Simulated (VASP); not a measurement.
Wanted: the native input for a VASP 6.6.1 run.

```
Task                   : single point
Functional             : PBE
Potentials or basis    : VASP PAW PBE potentials, release 64 (Au)
Cutoff                 : 520 eV
k mesh                 : 9 × 9 × 2
Occupations            : gaussian, width 0.1 eV
Spin                   : no spin polarisation
Dipole correction      : no
Further INCAR settings : ALGO = Fast; EDIFF = 1e-07; NBANDS = 30
```

The structure of Au lies in POSCAR:

```
Au
1.0
    2.5035974252      0.0000000000      0.0000000000
   -1.2517987127      2.1681789711      0.0000000000
    0.0000000000      0.0000000000      8.1731282505
Au
4
Direct
    0.0000000000      0.0000000000      0.0000000000
    0.3333333300      0.6666666700      0.2500000000
    0.0000000000      0.0000000000      0.5000000000
    0.6666666700      0.3333333300      0.7500000000
```

This isn't the form of Au at room conditions, which is fcc.

The cell isn't the ideal one: Cu replaced by Au, lengths x 1.018, strained and moved within the space group.

One way to write it, as run:

INCAR

```
  PREC = Accurate
  ENCUT = 520
  EDIFF = 1E-7
  ISMEAR = 0
  SIGMA = 0.1
  LREAL = False
  LASPH = True
  NELM = 100
  ALGO = Fast
  ISIF = 2
  LWAVE = False
  LCHARG = True
  GGA = PE
  LELF = True
  LVHAR = True
  NBANDS = 30
```

KPOINTS

```
regular mesh
0
Gamma
  9 9 2
```

Potentials or basis: VASP PAW PBE potentials, release 64 (Au).

Launch:

```console
$ cat potpaw_PBE.64/Au/POTCAR > POTCAR
$ mpirun -np 1 vasp_std > vasp.out
```

Results of the run:

```json
{"Pressure": "264.3 GPa", "Band gap on the k mesh": "none (metal or under the smearing width)"}
```

Caveat: the k mesh is coarse (spacing up to 0.38 Å⁻¹), so the values aren't converged; the cell as given lies far from equilibrium; so large a pressure means that the cell lies far from this level's equilibrium, or that cutoff or potentials fall short.

Run time: 17 s on 1 thread of Intel(R) Xeon(R) 6975P-C (Granite Rapids), on a shared host, peak memory 0.17 GiB.
